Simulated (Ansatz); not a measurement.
MoSe2:

```
Mo Se
1.0
     3.28800    0.00000    0.00000
    -1.64400    2.84749    0.00000
     0.00000    0.00000   12.90000
Mo Se
2 4
Direct
  0.66667 0.33333 0.75000
  0.33333 0.66667 0.25000
  0.66667 0.33333 0.37500
  0.33333 0.66667 0.87500
  0.66667 0.33333 0.12500
  0.33333 0.66667 0.62500
```

Base run:

| Property | Result |
| --- | --- |
| Program | Ansatz 0.2.0 |
| Functional | LDA |
| Potentials or basis | Ansatz PAW |
| Cutoff | 420 eV (not typed: the program's choice for these potentials) |
| k mesh | 9 × 9 × 2 |
| Occupations | fermi-dirac, width 0.05 eV |
| Spin | no spin polarisation |

Its results: band gap on the k mesh 0.87 eV, indirect (least direct gap 1.37 eV); pressure 0.6 GPa; largest force 0.581 eV/Å.

Problem. The run is repeated on the same cell with these changes: functional from LDA to PBE. What comes out?

Solution. Band gap on the k mesh 0.89 eV, indirect (least direct gap 1.38 eV); pressure 8.0 GPa; largest force 1.102 eV/Å.

PBE binds less tightly than LDA, so the same cell stands under more pressure.

Caveats: the cell's inner coordinates are idealised or old, which leaves forces on the atoms; the k mesh misses the band edges, so the gap on the mesh is wider than the one along the path (some runs); the PAW data sets come from PBE, with cores solved anew for the run's functional, which leaves a small shift of forces and pressure (some runs); this functional lacks dispersion, which binds the layers, so the pressure and a relaxed spacing across them are unreliable (some runs).
